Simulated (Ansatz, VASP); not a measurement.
## W in VASP and in Ansatz

Contents of INCAR:

```
ALGO = Normal
EDIFF = 1E-6
EDIFFG = -0.03
ENCUT = 600
GGA = PS
IBRION = 2
ISIF = 3
ISMEAR = -1
LASPH = True
LCHARG = False
LREAL = False
LWAVE = False
NELM = 80
NSW = 80
PREC = Accurate
SIGMA = 0.1
```

The input KPOINTS:

```
k-points
0
Gamma
  12 12 12
```

POSCAR

```
W
1.0
   -1.5823400000      1.5823400000      1.5823400000
    1.5823400000     -1.5823400000      1.5823400000
    1.5823400000      1.5823400000     -1.5823400000
W
1
Direct
    0.0000000000      0.0000000000      0.0000000000
```

Input for Ansatz:

```yaml
crystal:
  lattice:
    - [-1.58234, 1.58234, 1.58234]
    - [1.58234, -1.58234, 1.58234]
    - [1.58234, 1.58234, -1.58234]
  atoms:
    - { symbol: W, position: [0.0, 0.0, 0.0] }
basis:
  ecutwfc: 550.0
kpoints:
  mp_grid:
    grid: [12, 12, 12]
    shift: [0.0, 0.0, 0.0]
hamiltonian:
  xc: pbesol
  dispersion: none
scf:
  occupations:
    method: fermi_dirac
    width: 0.1
relax:
  f_tol: 0.03
  cell: {}
```

Alike in both runs: task relaxation of cell and atoms; functional PBEsol; k mesh 12 × 12 × 12; occupations fermi-dirac, width 0.1 eV; no spin polarisation.

|  | VASP | Ansatz |
| --- | --- | --- |
| version | VASP 6.6.1 | Ansatz 0.2.0 |
| potentials or method | VASP PAW PBE potentials, release 64 (W_sv) | plane waves, PAW |
| plane-wave cutoff (eV) | 600 | 550 |
| valence electrons in the cell | 14 | 14 |

Ansatz gave:

* relaxed volume (Å³/atom): 15.69
* relaxed cell length with the largest relative difference (Å): 2.732
* energy change over the relaxation (meV/atom): -2

Q: Which values does VASP return?

A: Relaxed volume (Å³/atom): 15.73; relaxed cell length with the largest relative difference (Å): 2.734; energy change over the relaxation (meV/atom): -1.

Caveats: the PAW data sets were made with another functional, which shifts forces and pressure a little (VASP). The runs have no spin-orbit coupling, so splittings on W are missing.
